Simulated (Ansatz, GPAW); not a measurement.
HfN: programs and potentials compared

```
Hf N
1.0
     0.00000    2.25600    2.25600
     2.25600    0.00000    2.25600
     2.25600    2.25600    0.00000
Hf N
1 1
Direct
  0.00000 0.00000 0.00000
  0.50000 0.50000 0.50000
```

Alike in all runs: task single point; functional PBE; k mesh 10 × 10 × 10; occupations gaussian, width 0.016 eV; no spin polarisation; no spin-orbit coupling. Pressure is positive in compression and, in plane waves, holds the error of the finite cutoff, which Ansatz's Pulay term estimates and takes out.

```tsv
program and potentials	plane-wave cutoff (eV)	notes	band gap (eV)	pressure (GPa)
Ansatz, Ansatz PAW	420	15.5 valence electrons an atom on average; Pulay term of +0.50 GPa included	no gap	6.59
GPAW, GPAW PAW data sets (gpaw-data 1.2.1)	800	8.5 valence electrons an atom on average	no gap	6.71
Ansatz, all-electron LAPW, scalar-relativistic	-	-	?	?
```

**Question.** Estimate from the other rows what the run with Ansatz, all-electron LAPW, scalar-relativistic gave.

**Answer.** No band gap; pressure 6.66 GPa. The other rows, which needn't bracket it: pressure 6.59 to 6.71.
